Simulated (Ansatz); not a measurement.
Crystal: LiF, rock salt type, 2 atoms in the cell.

Level of theory: Ansatz 0.2.0 development build, HSE06, plane waves, PAW datasets (earlier set, tuned by hand).

Cutoff 1050 eV; exchange singularity: regularized; k-mesh 4×4×4 Γ-centred; Fermi–Dirac smearing of 0.05 eV; no spin polarisation.

Question: What equilibrium volume, lattice constant and bulk modulus does this give?

Answer: V₀ = 8.055 Å³/atom (a₀ = 4.009 Å), B₀ = 73.9 GPa, B₀′ = 4.22. The points behind the fit:

| V (Å³/atom) | a (Å) | E − E(min) (meV/atom) | P (GPa) |
| --- | --- | --- | --- |
| 7.753 | 3.9584 | 2.73 | 3.06 |
| 8.006 | 4.0010 | 0.00 | 0.46 |
| 8.259 | 4.0427 | 1.06 | -1.75 |
| 8.512 | 4.0835 | 5.34 | -3.63 |
| 8.764 | 4.1236 | 12.35 | -5.22 |

The stress includes the program's correction for the finite plane-wave basis.

The k-mesh is coarse, so these values belong to this mesh and can lie far from the converged ones.
